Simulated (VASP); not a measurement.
Write the native input for VASP 6.6.1 that does the following.

```
Task                   : relaxation of cell and atoms
Functional             : LDA
Potentials or basis    : VASP PAW LDA potentials, release 64 (Si)
Cutoff                 : 600 eV
k mesh                 : 10 × 10 × 10
Occupations            : gaussian, width 0.03 eV
Spin                   : no spin polarisation
Further INCAR settings : ALGO = Normal; EDIFF = 1e-07; IBRION = 2; EDIFFG = -0.005; NSW = 90; ISIF = 3
```

The structure of Si lies in POSCAR:

```
Si                                      
1.0
    0.0000000000      2.7014939879      2.7014939879
    2.7014939879      0.0000000000      2.7014939879
    2.7014939879      2.7014939879     -0.0000000000
  Si            
     2
Direct
     0.7500000000000000    0.7500000000000000    0.7500000000000000
     0.5000000000000000    0.5000000000000000    0.5000000000000000
```

One way to write it, as run:

INCAR

```
PREC = Accurate
ENCUT = 600
EDIFF = 1E-7
ISMEAR = 0
SIGMA = 0.03
LREAL = F
LASPH = T
NELM = 80
ALGO = Normal
ISIF = 3
LWAVE = F
LCHARG = F
GGA = CA
IBRION = 2
NSW = 90
EDIFFG = -0.005
```

KPOINTS

```
regular mesh
0
Gamma
  10 10 10
```

Potentials or basis: VASP PAW LDA potentials, release 64 (Si).

Run with:

```console
$ cat potpaw_LDA.64/Si/POTCAR > POTCAR
$ mpirun -np 1 vasp_std > vasp.out
```

It gave:

```yaml
Pressure_after_relaxing: 0.0 GPa
Band_gap_on_the_k_mesh: 0.45 eV, indirect (least direct gap 2.53 eV)
```

Caveat: the relaxation stopped at its first step, so nothing moved.

It used 4.8 s of CPU time on 1 thread of Intel(R) Xeon(R) Platinum 8559C (Emerald Rapids), on a shared host, which was overloaded at the time.
